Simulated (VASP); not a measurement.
# Al in VASP: single point with PBE

Aim: the single point of Al with PBE.

Program: VASP 6.6.1. These are calculated values, not measurements. Logs are shortened: lines on timing, memory, paths and dates and some standing lists are left out, and cuts for length are marked.

### 1 The structure

The cell holds a slab with vacuum, 4 atoms: a = 2.920 Å, b = 2.920 Å, c = 29.333 Å, α = 90.00°, β = 90.00°, γ = 120.00°.

The cell was built by a generator and needn't be a form met in nature.

### 2 Single point, PBE

INCAR reads:

```
SYSTEM = Al
PREC = Accurate
ENCUT = 520
EDIFF = 1E-7
ISMEAR = 1
SIGMA = 0.1
LREAL = .False.
LASPH = .True.
NELM = 100
ALGO = Fast
ISIF = 2
LWAVE = .False.
LCHARG = .False.
LDIPOL = .True.
IDIPOL = 3
DIPOL = 0.5 0.5 0.665
GGA = PE
NBANDS = 14
```

KPOINTS reads:

```
Automatic mesh
0
Gamma
  21 21 1
  0 0 0
```

POSCAR reads:

```
Al
1.0
    1.4602435473      2.5292160153      0.0000000000
   -2.9204870946      0.0000000000      0.0000000000
    0.0000000000      0.0000000000     29.3328597884
Al
4
Direct
    0.6666666667      0.3333333333      0.5468480259
    0.3333333333      0.6666666667      0.6247759660
    0.0000000000      1.0000000000      0.7040937731
    0.6666666667      0.3333333333      0.7831191949
```

Potentials or basis: VASP PAW PBE potentials, release 64 (Al).

Command:

```bash
$ cat potpaw_PBE.64/Al/POTCAR > POTCAR
$ mpirun -np 1 vasp_std > vasp.out
```

OUTCAR:

```text
SYSTEM = Al
   PREC = Accurate
   ENCUT = 520
   EDIFF = 1E-7
   ISMEAR = 1
   LREAL = .False.
   LASPH = .True.
   NELM = 100
   ISIF = 2
   GGA = PE

 ion  position               nearest neighbor table
   1  0.667  0.333  0.547-   2 2.84   2 2.84   2 2.84
   2  0.333  0.667  0.625-   1 2.84   1 2.84   1 2.84   3 2.87   3 2.87   3 2.87
   3  0.000  0.000  0.704-   4 2.87   4 2.87   4 2.87   2 2.87   2 2.87   2 2.87
   4  0.667  0.333  0.783-   3 2.87   3 2.87   3 2.87

  LATTYP: Found a hexagonal cell.
 ALAT       =     2.9204870946
 C/A-ratio  =    10.0438244850

  Lattice vectors:

 A1 = (   1.4602435473,   2.5292160153,   0.0000000000)
 A2 = (  -2.9204870946,   0.0000000000,   0.0000000000)
 A3 = (   0.0000000000,   0.0000000000,  29.3328597884)

Analysis of symmetry for initial positions (statically):
=====================================================================
 Subroutine PRICEL returns:
 Original cell was already a primitive cell.

 Routine SETGRP: Setting up the symmetry group for a
 hexagonal supercell.

 Subroutine GETGRP returns: Found  6 space group operations
 (whereof  6 operations were pure point group operations)
 out of a pool of 24 trial point group operations.

The static configuration has the point symmetry C_3v.

Analysis of symmetry for dynamics (positions and initial velocities):
=====================================================================
 Subroutine PRICEL returns:
 Original cell was already a primitive cell.

 Routine SETGRP: Setting up the symmetry group for a
 hexagonal supercell.

 Subroutine GETGRP returns: Found  6 space group operations
 (whereof  6 operations were pure point group operations)
 out of a pool of 24 trial point group operations.

The dynamic configuration has the point symmetry C_3v.

 Subroutine INISYM returns: Found  6 space group operations
 (whereof  6 operations are pure point group operations),
 and found     1 'primitive' translations

----------------------------------------------------------------------------------------

                                     Primitive cell

  volume of cell :     216.6684

  direct lattice vectors                    reciprocal lattice vectors
     1.460243547  2.529216015  0.000000000     0.000000000  0.395379435  0.000000000
    -2.920487095  0.000000000  0.000000000    -0.342408635  0.197689718  0.000000000
     0.000000000  0.000000000 29.332859788     0.000000000  0.000000000  0.034091459

  length of vectors
     2.920487095  2.920487095 29.332859788     0.395379435  0.395379435  0.034091459

  position of ions in fractional coordinates (direct lattice)
     0.666666667  0.333333333  0.546848026
     0.333333333  0.666666667  0.624775966
     0.000000000  0.000000000  0.704093773
     0.666666667  0.333333333  0.783119195

  ion indices of the primitive-cell ions
   primitive index   ion index
                 1           1
                 2           2
                 3           3
                 4           4

----------------------------------------------------------------------------------------

 KPOINTS: Automatic mesh

Automatic generation of k-mesh.
 Grid dimensions read from file:
 generate k-points for:   21   21    1

 Generating k-lattice:

  Cartesian coordinates                     Fractional coordinates (reciprocal lattice)
     0.000000000  0.018827592  0.000000000     0.047619048  0.000000000  0.000000000
    -0.016305173  0.009413796  0.000000000    -0.000000000  0.047619048  0.000000000
     0.000000000  0.000000000  0.034091459     0.000000000  0.000000000  1.000000000

  Length of vectors
     0.018827592  0.018827592  0.034091459

  Shift w.r.t. Gamma in fractional coordinates (k-lattice)
     0.000000000  0.000000000  0.000000000

 Subroutine IBZKPT returns following result:
 ===========================================

 Found     48 irreducible k-points:

 Following reciprocal coordinates:
            Coordinates               Weight
  0.000000  0.000000  0.000000      1.000000
  0.047619  0.000000  0.000000      6.000000
  0.095238  0.000000  0.000000      6.000000
  0.142857  0.000000  0.000000      6.000000
  0.190476  0.000000  0.000000      6.000000
  0.238095  0.000000  0.000000      6.000000
[... 16 lines left out ...]
  0.142857  0.095238  0.000000     12.000000
  0.190476  0.095238  0.000000     12.000000
 [... further k-points ...]
   k-points           NKPTS =     48   k-points in BZ     NKDIM =     48   number of bands    NBANDS=     14
   number of dos      NEDOS =    301   number of ions     NIONS =      4
   total plane-waves  NPLWV = 129024
   dimension x,y,z NGX =    24 NGY =   24 NGZ =  224
   dimension x,y,z NGXF=    48 NGYF=   48 NGZF=  448
   ions per type =               4
   NGX,Y,Z   is equivalent  to a cutoff of  13.66, 13.66, 12.70 a.u.
   NGXF,Y,Z  is equivalent  to a cutoff of  27.32, 27.32, 25.39 a.u.
 SYSTEM =  Al
   PREC   = accura    normal or accurate (medium, high low for compatibility)
   ISTART =      0    job   : 0-new  1-cont  2-samecut
   ICHARG =      2    charge: 1-file 2-atom 10-const
   ISPIN  =      1    spin polarized calculation?
   LNONCOLLINEAR =      F non collinear calculations
   LSORBIT =      F    spin-orbit coupling
   LASPH  =      T    aspherical Exc in radial PAW
   ENCUT  =  520.0 eV  38.22 Ry    6.18 a.u.   5.43  5.43 54.54*2*pi/ulx,y,z
   NELM   =    100;   NELMIN=  2; NELMDL= -5     # of ELM steps
   EDIFF  = 0.1E-06   stopping-criterion for ELM
   LREAL  =      F    real-space projection
   EDIFFG = 0.1E-05   stopping-criterion for IOM
   NSW    =      0    number of steps for IOM
   IBRION =     -1    ionic relax: 0-MD 1-quasi-New 2-CG
   NFREE  =      0    steps in history (QN), initial steepest desc. (CG)
   ISIF   =      2    stress and relaxation
   ISYM   =      2    0-nonsym 1-usesym 2-fastsym
   POTIM  = 0.5000    time-step for ionic-motion
   TEBEG  =    0.0;   TEEND  =   0.0 temperature during run
   PSTRESS=    0.0 pullay stress
   NELECT =      12.0000    total number of electrons
   NUPDOWN=      -1.0000    fix difference up-down
   EMIN   =  10.00;   EMAX   =-10.00  energy-range for DOS
   EFERMI =   0.00;   METHOD = LEGACY
   ISMEAR =     1;   SIGMA  =   0.10  broadening in eV -4-tet -1-fermi 0-gaus
   EFERMI_NEDOS =   21; number of points for ismear=-14 and -15
   IALGO  =     68    algorithm
   IMIX   =      4    mixing-type and parameters
     AMIX     =   0.40;   BMIX     =  1.00
     AMIX_MAG =   1.60;   BMIX_MAG =  1.00
  volume/ion in A,a.u.               =      54.17       365.54
  Fermi-wavevector in a.u.,A,eV,Ry     =   0.624027  1.179240  5.298240  0.389410
  Thomas-Fermi vector in A             =   1.684440
   LORBIT       =      0    0 simple, 1 ext, 2 COOP (PROOUT), +10 PAW based schemes
   GGA     = PE    functional components
   LHFCALC =     F    Hartree Fock is set to
   AEXX    =    0.0000 exact exchange contribution
   IVDW    =     0    specifies the selected vdW correction
   LEPSILON=     F    determine dielectric tensor
   LRPA    =     F    only Hartree local field effects (RPA)
 non-spin polarized calculation
 RMM-DIIS sequential band-by-band and
 Methfessel and Paxton  Order N= 1 SIGMA  =   0.10
  energy-cutoff  :      520.00
  volume of cell :      216.67
 maximum number of plane-waves:      5977
 NGX is ok and might be reduce to    24
   NGX = 11   NGY = 11   NGZ =109

 dipolmoment           0.000000      0.000000      0.000718 electrons x Angstroem

 number of electron      12.0000000 magnetization

 dipolmoment           0.000000      0.000000     -0.000469 electrons x Angstroem

 Free energy of the ion-electron system (eV)
  ---------------------------------------------------
  ext. energy  EPLUGINS =         0.00000000
  ---------------------------------------------------
  free energy    TOTEN  =       -14.16210304 eV

  energy without entropy =      -14.16223933  energy(sigma->0) =      -14.16214847

 E-fermi :  -0.2595     XC(G=0):  -3.8148

 val. band max:       -0.2677385651   @ k =   0.3810   0.2381   0.0000
 cond. band min:      -0.2361393299   @ k =   0.3810   0.0000   0.0000
 fundamental gap:      0.0315992353
 Fermi energy:        -0.2594541463

 k-point     1 :       0.0000    0.0000    0.0000
  band No.  band energies     occupation
      1     -10.8497      2.00000
      2      -9.8145      2.00000
      3      -8.1064      2.00000
      4      -5.8493      2.00000
      5      -3.4277      2.00000
      6      -0.5065      2.00264
      7       2.0204      0.00000
      8       3.2975      0.00000
      9       3.6983      0.00000
     10       4.2953      0.00000
     11       4.4197      0.00000
     12       5.7067      0.00000
     13       5.7907      0.00000
     14       7.5826      0.00000

 k-point     2 :       0.0476    0.0000    0.0000
  band No.  band energies     occupation
      1     -10.7973      2.00000
      2      -9.7625      2.00000
      3      -8.0547      2.00000
      4      -5.7977      2.00000
      5      -3.3786      2.00000
      6      -0.4574      2.01705
      7       2.0695      0.00000
      8       3.3492      0.00000
      9       3.7508      0.00000
     10       4.3466      0.00000
     11       4.4715      0.00000
     12       5.7571      0.00000
     13       5.8393      0.00000
     14       8.7730      0.00000

 k-point     3 :       0.0952    0.0000    0.0000
  band No.  band energies     occupation
      1     -10.6404      2.00000
      2      -9.6063      2.00000
      3      -7.8998      2.00000
      4      -5.6429      2.00000
      5      -3.2312      2.00000
      6      -0.3108      1.75529
      7       2.2152      0.00000
      8       3.5035      0.00000
      9       3.9081      0.00000
     10       4.4992      0.00000
     11       4.6259      0.00000
     12       5.9025      0.00000
     13       5.9777      0.00000
     14       7.1063      0.00000

 k-point     4 :       0.1429    0.0000    0.0000
  band No.  band energies     occupation
      1     -10.3791      2.00000
      2      -9.3465      2.00000
      3      -7.6419      2.00000
      4      -5.3855      2.00000
      5      -2.9858      2.00000
      6      -0.0687     -0.02131
      7       2.4502      0.00000
      8       3.7553      0.00000
      9       4.1663      0.00000
     10       4.7319      0.00000
     11       4.8694      0.00000
     12       5.4400      0.00000
     13       6.1048      0.00000
     14       7.6363      0.00000

 k-point     5 :       0.1905    0.0000    0.0000
  band No.  band energies     occupation
      1     -10.0141      2.00000
      2      -8.9836      2.00000
      3      -7.2818      2.00000
      4      -5.0265      2.00000
      5      -2.6431      2.00000
      6       0.2626     -0.00000
      7       2.7169      0.00000
      8       3.7372      0.00000
      9       4.1825      0.00000
     10       4.5490      0.00000
     11       4.6245      0.00000
[... 276 lines left out ...]
 k-point    22 :       0.0952    0.0952    0.0000
  band No.  band energies     occupation
      1     -10.2225      2.00000
      2      -9.1909      2.00000
      3      -7.4874      2.00000
      4      -5.2314      2.00000
      5      -2.8388      2.00000
      6       0.0754     -0.00002
      7       2.5871      0.00000
      8       3.9036      0.00000
      9       4.3199      0.00000
     10       4.9918      0.00000
     11       5.5517      0.00000
     12       5.5666      0.00000
     13       6.2638      0.00000
     14       6.3887      0.00000

 k-point    23 :       0.1429    0.0952    0.0000
  band No.  band energies     occupation
      1      -9.8580      2.00000
      2      -8.8283      2.00000
      3      -7.1277      2.00000
      4      -4.8732      2.00000
      5      -2.4965      2.00000
      6       0.4038     -0.00000
      7       2.8416      0.00000
      8       3.8708      0.00000
      9       4.3028      0.00000
     10       4.6776      0.00000
     11       4.7433      0.00000
     12       4.8973      0.00000
     13       5.6633      0.00000
     14       6.3716      0.00000

 k-point    24 :       0.1905    0.0952    0.0000
  band No.  band energies     occupation
      1      -9.3905      2.00000
      2      -8.3636      2.00000
      3      -6.6669      2.00000
      4      -4.4153      2.00000
      5      -2.0589      2.00000
      6       0.7856     -0.00000
      7       2.2000      0.00000
      8       3.1980      0.00000
      9       3.4296      0.00000
     10       4.2928      0.00000
     11       4.7102      0.00000
     12       4.8201      0.00000
     13       5.2501      0.00000
     14       6.8235      0.00000

 [... further k-points ...]

------------------------ aborting loop because EDIFF is reached ----------------------------------------

 vacuum level on the upper side and lower side of the slab       (xc-potential included)        -0.095        -0.086

  FORCE on cell =-STRESS in cart. coord.  units (eV):
  Direction    XX          YY          ZZ          XY          YZ          ZX
  --------------------------------------------------------------------------------------
  -------------------------------------------------------------------------------------
  Total       -2.2908891     -2.2908891     -0.2666913      0.0000000      0.0000000      0.0000000
  in kB      -16.9402195    -16.9402195     -1.9720771      0.0000000      0.0000000      0.0000000
  external PRESSURE =     -11.9508387 kB  Pullay stress =       0.0000000 kB

 VOLUME and BASIS-vectors are now :
 -----------------------------------------------------------------------------
  energy-cutoff  :      520.00
  volume of cell :      216.67
      direct lattice vectors                 reciprocal lattice vectors
     1.460243547  2.529216015  0.000000000     0.000000000  0.395379435  0.000000000
    -2.920487095  0.000000000  0.000000000    -0.342408635  0.197689718  0.000000000
     0.000000000  0.000000000 29.332859788     0.000000000  0.000000000  0.034091459

 POSITION                                       TOTAL-FORCE (eV/Angst)
 -----------------------------------------------------------------------------------
      0.00000      1.68614     16.04062        -0.000000      0.000000     -0.056229
     -1.46024      0.84307     18.32647         0.000000     -0.000000      0.188740
      0.00000      0.00000     20.65308         0.000000      0.000000     -0.096480
      0.00000      1.68614     22.97113        -0.000000      0.000000     -0.036031
 -----------------------------------------------------------------------------------
    total drift:                                0.000000      0.000000      0.000002

  FREE ENERGIE OF THE ION-ELECTRON SYSTEM (eV)
  ---------------------------------------------------
  free  energy   TOTEN  =       -14.1621030406 eV

  energy  without entropy=      -14.1622393299  energy(sigma->0) =      -14.16214847

 vacuum level on the upper side and lower side of the slab         3.647         3.657
```

Run time: 4.5 min. Hardware: 1 thread of Intel Xeon 6975P-C (Granite Rapids), shared host; peak memory 0.38 GiB.

Results:

```yaml
Free_energy: -14.1621 eV
Largest_force: 0.189 eV/Å
Band_gap_on_the_k_mesh: none (metal or under the smearing width)
```

Forces in eV/Å, atoms in the order of the input:
```
Al   0.000  0.000 -0.056
Al   0.000  0.000  0.189
Al   0.000  0.000 -0.096
Al   0.000  0.000 -0.036
```
